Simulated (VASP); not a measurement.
**VASP 6.6.1 run: InAs**

INCAR

```
NSW = 0
IBRION = -1
NBANDS = 16
EDIFF = 1E-7
LCHARG = .FALSE.
ISMEAR = -1
ALGO = Conjugate
NELM = 120
LREAL = .FALSE.
ISIF = 2
LWAVE = .FALSE.
LASPH = .TRUE.
GGA = PE
SIGMA = 0.02
PREC = Accurate
ENCUT = 520
```

KPOINTS

```
KPOINTS created by Atomic Simulation Environment
0
Gamma
8 8 8
0 0 0
```

POSCAR

```
In As
 1.0000000000000000
     0.0000000000000000    3.1156822824999999    2.9876679456000002
     3.1156822824999999    0.0000000000000000    2.9876679456000002
     3.1156822824999999    3.1156822824999999    0.0000000000000000
 In  As
   1   1
Cartesian
  0.0000000000000000  0.0000000000000000  0.0000000000000000
  1.5578411412499999  1.5578411412499999  1.4938339728000001
```

The recommended PBE PAW datasets give the neutral cell 18 valence electrons.

Command

```
mpirun -np 1 vasp_std
```

OSZICAR

```
N       E                     dE             d eps       ncg     rms           ort
DAV:   1     0.114087797126E+03    0.11409E+03   -0.87246E+03   944   0.139E+03
DAV:   2    -0.238022666031E-01   -0.11411E+03   -0.10928E+03   944   0.294E+02
DAV:   3    -0.775949874644E+01   -0.77357E+01   -0.77001E+01   944   0.753E+01
DAV:   4    -0.795836018016E+01   -0.19886E+00   -0.19882E+00   944   0.136E+01
DAV:   5    -0.796760360149E+01   -0.92434E-02   -0.92433E-02   944   0.251E+00
SDA:   6    -0.736757739882E+01    0.60003E+00   -0.92433E-02   944   0.139E+01   0.000E+00
CGA:   7    -0.759996977160E+01   -0.23239E+00   -0.23265E+00   944   0.410E+00   0.265E-02
CGA:   8    -0.768902637535E+01   -0.89057E-01   -0.89016E-01   944   0.379E-01   0.156E-02
CGA:   9    -0.770214480557E+01   -0.13118E-01   -0.13085E-01   944   0.101E-01   0.220E-03
CGA:  10    -0.770469660719E+01   -0.25518E-02   -0.25547E-02   944   0.373E-02  -0.813E-04
CGA:  11    -0.770542897395E+01   -0.73237E-03   -0.73329E-03   944   0.396E-03   0.483E-04
CGA:  12    -0.770557737276E+01   -0.14840E-03   -0.14652E-03   944   0.102E-03   0.125E-04
CGA:  13    -0.770560013653E+01   -0.22764E-04   -0.22622E-04   944   0.310E-04  -0.923E-05
CGA:  14    -0.770560953185E+01   -0.93953E-05   -0.90468E-05   944   0.751E-05   0.378E-05
CGA:  15    -0.770561251215E+01   -0.29803E-05   -0.28085E-05   944   0.396E-05   0.181E-05
SDA:  16    -0.770561443143E+01   -0.19193E-05   -0.27194E-05   944   0.715E-05  -0.262E-05
CGA:  17    -0.770561528701E+01   -0.85558E-06   -0.10628E-05   944   0.932E-06   0.160E-05
SDA:  18    -0.770561551242E+01   -0.22541E-06   -0.24198E-06   944   0.405E-06   0.311E-06
SDA:  19    -0.770561588013E+01   -0.36771E-06   -0.36733E-06   944   0.100E-05  -0.284E-06
SDA:  20    -0.770561588859E+01   -0.84658E-08   -0.94132E-07   944   0.211E-06   0.441E-06
   1 F= -.77056159E+01 E0= -.77056075E+01  d E =-.167147E-04
```

Standard output (part)

```
POSCAR found type information on POSCAR InAs
 POSCAR found :  2 types and       2 ions
 LDA part: xc-table for (Slater+PW92), standard interpolation
 POSCAR, INCAR and KPOINTS ok, starting setup
 WAVECAR not read
 entering main loop
 gam= 0.000 g(H,U,f)=  0.880E+00 0.515E+00 0.496E-04 ort(H,U,f) = 0.000E+00 0.000E+00 0.000E+00
 gam= 0.000 trial= 0.400  step=  0.3336 mean=  0.4000
 gam= 0.294 g(H,U,f)=  0.304E+00 0.106E+00 0.800E-06 ort(H,U,f) =-0.226E+00 0.228E+00 0.167E-05
 gam= 0.294 trial= 0.393  step=  0.4330 mean=  0.3934
 gam= 0.092 g(H,U,f)=  0.312E-01 0.668E-02 0.267E-07 ort(H,U,f) =-0.411E-01 0.426E-01 0.214E-06
 gam= 0.092 trial= 0.397  step=  0.6884 mean=  0.3973
 gam= 0.267 g(H,U,f)=  0.909E-02 0.101E-02 0.218E-08 ort(H,U,f) =-0.374E-02 0.396E-02 0.111E-07
 gam= 0.267 trial= 0.426  step=  0.5032 mean=  0.4264
 gam= 0.370 g(H,U,f)=  0.368E-02 0.485E-04 0.165E-08 ort(H,U,f) =-0.305E-03 0.224E-03-0.329E-10
 gam= 0.370 trial= 0.434  step=  0.3963 mean=  0.4341
 gam= 0.106 g(H,U,f)=  0.383E-03 0.132E-04 0.995E-09 ort(H,U,f) =-0.261E-04 0.744E-04 0.966E-09
 gam= 0.106 trial= 0.430  step=  0.7297 mean=  0.4303
 gam= 0.258 g(H,U,f)=  0.982E-04 0.395E-05 0.171E-09 ort(H,U,f) = 0.238E-05 0.101E-04 0.452E-09
 gam= 0.258 trial= 0.460  step=  0.4295 mean=  0.4603
 gam= 0.304 g(H,U,f)=  0.294E-04 0.157E-05 0.883E-10 ort(H,U,f) =-0.988E-05 0.647E-06 0.204E-09
 gam= 0.304 trial= 0.457  step=  0.6415 mean=  0.4572
...
```

From OUTCAR

```
k-points           NKPTS =     59   k-points in BZ     NKDIM =     59   number of bands    NBANDS=     16

   NELECT =      18.0000    total number of electrons

   dimension x,y,z NGX =    32 NGY =   32 NGZ =   36
   dimension x,y,z NGXF=    64 NGYF=   64 NGZF=   72

  energy-cutoff  :      520.00
  volume of cell :       58.01
      direct lattice vectors                 reciprocal lattice vectors
     0.000000000  3.115682282  2.987667946    -0.160478494  0.160478494  0.167354609
     3.115682282  0.000000000  2.987667946     0.160478494 -0.160478494  0.167354609
     3.115682282  3.115682282  0.000000000     0.160478494  0.160478494 -0.167354609

 k-points in reciprocal lattice and weights: KPOINTS created by Atomic Simulation Env
   0.00000000  0.00000000  0.00000000       0.002
   0.12500000  0.00000000  0.00000000       0.016
   0.25000000  0.00000000  0.00000000       0.016
   0.37500000  0.00000000  0.00000000       0.016
   0.50000000  0.00000000  0.00000000       0.008
   0.12500000  0.12500000  0.00000000       0.004
   0.25000000  0.12500000  0.00000000       0.016
   0.37500000  0.12500000  0.00000000       0.016
   ...

 E-fermi :   4.0746

 k-point     1 :       0.0000    0.0000    0.0000
  band No.  band energies     occupation
      1     -10.2727      2.00000
      2     -10.2727      2.00000
      3     -10.2588      2.00000
      4     -10.1660      2.00000
      5     -10.1580      2.00000
      6      -7.5226      2.00000
      7       3.5844      2.00000
      8       3.9728      1.98758
      9       3.9728      1.98758
     10       4.1541      0.03627
     11       7.8708      0.00000
     12       7.9557      0.00000
     13       7.9557      0.00000
     14      11.3779      0.00000
     15      13.2548      0.00000
     16      13.8611      0.00000

 k-point     2 :       0.1250    0.0000    0.0000
  band No.  band energies     occupation
      1     -10.2852      2.00000
      2     -10.2676      2.00000
      3     -10.2574      2.00000
      4     -10.1664      2.00000
      5     -10.1577      2.00000
      6      -7.3752      2.00000
      7       2.1099      2.00000
      8       3.7842      2.00000
      9       3.9290      1.99860
     10       4.9867      0.00000
     11       7.9717      0.00000
     12       8.2061      0.00000
     13       8.2364      0.00000
     14      12.1743      0.00000
     15      12.5434      0.00000
     16      12.9392      0.00000

 k-point     3 :       0.2500    0.0000    0.0000
  band No.  band energies     occupation
      1     -10.3207      2.00000
      2     -10.2568      2.00000
      3     -10.2482      2.00000
      4     -10.1661      2.00000
      5     -10.1553      2.00000
      6      -6.9724      2.00000
      7       0.4188      2.00000
      8       3.4085      2.00000
      9       3.6037      2.00000
     10       5.1522      0.00000
     11       8.5629      0.00000
     12       8.5807      0.00000
     13       9.1091      0.00000
     14      12.2204      0.00000
     15      12.4513      0.00000
     16      12.7536      0.00000

 ...

  Total        0.2397527      0.2397527      0.6892591      0.0000000     -0.0000000     -0.0000000
  in kB        6.6222492      6.6222492     19.0381379      0.0000000     -0.0000000     -0.0000000
  external PRESSURE =      10.7608788 kB  Pullay stress =       0.0000000 kB

 POSITION                                       TOTAL-FORCE (eV/Angst)
 -----------------------------------------------------------------------------------
      0.00000      0.00000      0.00000         0.000000      0.000000     -0.000000
      1.55784      1.55784      1.49383        -0.000000     -0.000000      0.000000
 -----------------------------------------------------------------------------------
    total drift:                               -0.000003     -0.000003      0.000002

  FREE ENERGIE OF THE ION-ELECTRON SYSTEM (eV)
  ---------------------------------------------------
  free  energy   TOTEN  =        -7.7056158886 eV

  energy  without entropy=       -7.7055991739  energy(sigma->0) =       -7.70560753
```

It converged. Results: gap between bands v and c on the k mesh 0.18 eV; least direct gap on the k mesh 0.18 eV; pressure 1.1 GPa. Band v is the last that the valence electrons fill when counted band by band, and c is the next.

For comparison, a separate PBE run of the intended cell, on usual settings and not on those above, gives a gap of 0.18 eV on its mesh and a pressure of 1.1 GPa.

The run above took about 51 s on one core of a shared host (Intel Xeon Platinum 8488C) and held 0.26 GiB at most.
